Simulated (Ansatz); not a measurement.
Space group Pm-3m (No. 221). a = 4.019 Å, b = 4.019 Å, c = 4.019 Å, α = 90.00°, β = 90.00°, γ = 90.00°
| atom | site | symmetry | x | y | z |
| --- | --- | --- | --- | --- | --- |
| Ba | 1b | m-3m | 0.5000 | 0.5000 | 0.5000 |
| Ti | 1a | m-3m | 0.0000 | 0.0000 | 0.0000 |
| O | 3d | 4/mm.m | 0.5000 | 0.0000 | 0.0000 |

Equation of state of this BaTiO₃ structure (not necessarily the ground state), with shape and atoms relaxed at each volume where symmetry leaves them free. All numbers below come from DFT PBE, scalar-relativistic, plane waves, PAW (Ansatz).

Settings: cutoff 420 eV, Γ-centred mesh 8×8×8 on the computed 5-atom cell, Gaussian smearing of 0.02 eV; no spin polarisation.

| V (Å³/atom) | E − E(largest V) (meV/atom) | P (GPa) | gap on mesh (eV) |
| --- | --- | --- | --- |
| 11.427 | 64.70 | 27.75 | 2.01 |
| 11.817 | 8.19 | 19.00 | 1.98 |
| 12.207 | -28.75 | 11.59 | 1.92 |
| 12.596 | -49.09 | 5.32 | 1.85 |
| 12.986 | -55.36 | 0.00 | 1.78 |
| 13.375 | -49.73 | -4.51 | 1.72 |
| 13.765 | -34.04 | -8.32 | 1.66 |
| 14.284 | 0.00 | -12.51 | 1.58 |

**Question.** Fit a third-order Birch–Murnaghan equation to E(V).

**Answer.** V0 = 12.99 Å³/atom, B0 = 163 GPa, B0' = 4.5.

Spin-orbit coupling is left out, which matters for the bands of heavy elements.

Symmetry holds off the tilts and polar distortions that many cubic perovskites undergo.